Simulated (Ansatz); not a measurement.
# GdN (rocksalt): equation of state

One table from this session's results is given with a row withheld; the runs are named, their logs left out.

Program: Ansatz 0.2.0. Level of theory: DFT PBE+U (U_eff = 6 eV on Gd 4f), scalar-relativistic, plane waves, PAW. These are calculated values, not measurements.

2 further runs of the same task are left out: 2 that didn't finish.

**Starting point**

The structure is cubic, space group Fm-3m (No. 225). The conventional cell has a = 5.002 Å, b = 5.002 Å, c = 5.002 Å, α = 90.00°, β = 90.00°, γ = 90.00°. Around Gd (site symmetry m-3m) lie 6 N at 2.50 Å. Around N (site symmetry m-3m) lie 6 Gd at 2.50 Å.

Coordinates:

```
CELL_PARAMETERS angstrom
0.00000 2.50112 2.50112
2.50112 0.00000 2.50112
2.50112 2.50112 0.00000
ATOMIC_POSITIONS crystal
Gd 0.50000 0.50000 0.50000
N 0.00000 0.00000 0.00000
```

An earlier run at PBE+U (U_eff = 6 eV on Gd 4f) left this cell at 15.646 Å³/atom and -0.02 GPa (10×10×10 mesh).

Volume factors to run: 0.980, 1.020, 0.960, 1.040, 1.070, 1.100, 0.945.

Set-up of the first run:

Input file input.yaml:

```yaml
crystal:
  lattice:
    - [0.0, 2.4843302599, 2.4843302599]
    - [2.4843302599, 0.0, 2.4843302599]
    - [2.4843302599, 2.4843302599, 0.0]
  atoms:
    - { symbol: Gd, position: [0.5, 0.5, 0.5], spin: 7.63 }
    - { symbol: "N", position: [0.0, 0.0, 0.0] }
basis:
  ecutwfc: 420
  ecutrho_ratio: 4
kpoints:
  mp_grid: { grid: [10, 10, 10] }
hamiltonian:
  xc: pbe
  hubbard:
    sites:
      - { species: Gd, l: f, u_eff: 6.0, starting_ns: start.occupation_matrices }
    ns_hold: { iters: 6 }
scf:
  occupations: { method: gaussian, width: 0.05 }
  lower_state_search: "off"
output:
  forces: true
  stress: true
  eigenvalues: true
  populations: true
  hubbard: { sites: [{ species: Gd, l: f }] }
magnetization:
  spin_polarized: true
```

start.occupation_matrices holds the open shells' occupation matrices from the neighbouring geometry.

Run with:

```sh
ansatz run input.yaml --threads 2 --pin off --max-ram 3072MiB --backend cpu --events-out ev --progress --plain --runs-dir out
```

Among the steps run: Volume × 0.980; Volume × 1.020; Scaling the volume by 0.960; Scaling the volume by 1.040; At 1.070 of the relaxed volume; Volume × 1.100; At 0.945 of the relaxed volume.

One table of the session follows, with a row left open; its other results are not shown here.

It belongs to the step «The fit». 

```
volume (Å³/atom)  energy (meV/atom)  pressure (GPa)  moment of atom 1 (μB)
          14.785              24.27            9.50                   6.92
          15.020              12.48            6.63                   6.92
          15.333               2.99            3.13                   6.93
          15.646               0.00           -0.02                   6.94
          15.959               2.88           -2.86                   6.94
          16.272              10.99           -5.41                   6.95
          16.741                  ?               ?                      ?
          17.211              61.92          -11.63                   6.96
```

**Question.** Estimate the row for volume (Å³/atom) = 16.741.

Worked estimate for «energy (meV/atom)». A straight line through the neighbours (16.272, 10.99) and (17.211, 61.92) gives 10.99 + (61.92 − 10.99) × (16.741 − 16.272) / (17.211 − 16.272) = 36.43; a parabola fitted to 3 rows on both sides gives 31.44.

As computed: energy (meV/atom): 31.90; pressure (GPa): -8.77; moment of atom 1 (μB): 6.96. In «energy (meV/atom)» the line misses by +4.53 and the parabola by -0.46.

To keep in mind: Warnings in the runs' records: filled band counts differ across k points, stability check not made.
